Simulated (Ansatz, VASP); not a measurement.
Given: the input of a run of Ansatz 0.2.0 on Bi.

input.yaml

```yaml
crystal:
  lattice:
    - [2.2675, 1.3091417354, 3.938]
    - [-2.2675, 1.3091417354, 3.938]
    - [0.0, -2.6182834708, 3.938]
  atoms:
    - { symbol: Bi, position: [0.772434, 0.786245, 0.754061] }
    - { symbol: Bi, position: [0.23222, 0.238582, 0.232252] }
hamiltonian:
  xc: pbe
  pseudopotentials: { kind: paw }
kpoints:
  mp_grid: { grid: [7, 7, 7] }
scf:
  occupations: { method: fermi_dirac, width: 0.05 }
output:
  forces: true
  stress: true
  eigenvalues: true
```

Potentials or basis: Ansatz PAW.

The run is started by

```sh
$ ansatz run input.yaml --threads 1 --pin off --max-ram 3584MiB --backend cpu --events-out ev --progress --plain --runs-dir out
```

**Question.** Set up the same calculation for VASP 6.6.1. Potentials there: VASP PAW PBE potentials, release 64 (Bi_d).

**Answer.** As run (the cutoff follows the program's own potentials):

INCAR

```
  PREC = Accurate
  ENCUT = 520
  EDIFF = 1E-7
  ISMEAR = -1
  SIGMA = 0.05
  LREAL = F
  LASPH = T
  NELM = 100
  ALGO = Normal
  ISIF = 2
  LWAVE = F
  LCHARG = F
  GGA = PE
  NBANDS = 22
```

KPOINTS

```
Automatic mesh
0
Gamma
  7 7 7
```

The input POSCAR:

```
Bi
1.0
    2.2675000000      1.3091417354      3.9380000000
   -2.2675000000      1.3091417354      3.9380000000
    0.0000000000     -2.6182834708      3.9380000000
Bi
2
Direct
    0.7724340000      0.7862450000      0.7540610000
    0.2322200000      0.2385820000      0.2322520000
```

Potentials or basis: VASP PAW PBE potentials, release 64 (Bi_d).

Command:

```console
$ cat potpaw_PBE.64/Bi_d/POTCAR > POTCAR
$ mpirun -np 1 vasp_std > vasp.out
```

Both were run:

|  | VASP | Ansatz | Ansatz less VASP |
| --- | --- | --- | --- |
| gap on the k mesh at the Fermi level (eV) | 0.24 | 0.24 | -0.001 |
| least direct gap on the mesh (eV) | 0.52 | 0.53 | +0.004 |
| pressure (GPa) | 2.7 | 2.8 | +0.05 |
| largest component of the traceless stress (GPa) | 0.91 | 0.90 | -0.003 |
| rms of the force components (eV/Å) | 0.303 | 0.299 | -0.0042 |

Atom by atom the forces differ by 0.004 eV/Å (rms over components).

Caveats: spin-orbit coupling is left out, which as a rule narrows the gap of such compounds by several tenths of an eV; an odd mesh through Γ misses points on the zone boundary, where band edges often lie (VASP); odd divisions of the mesh miss points on the zone boundary, where band edges often lie, so the gap on the mesh can be too wide (Ansatz).
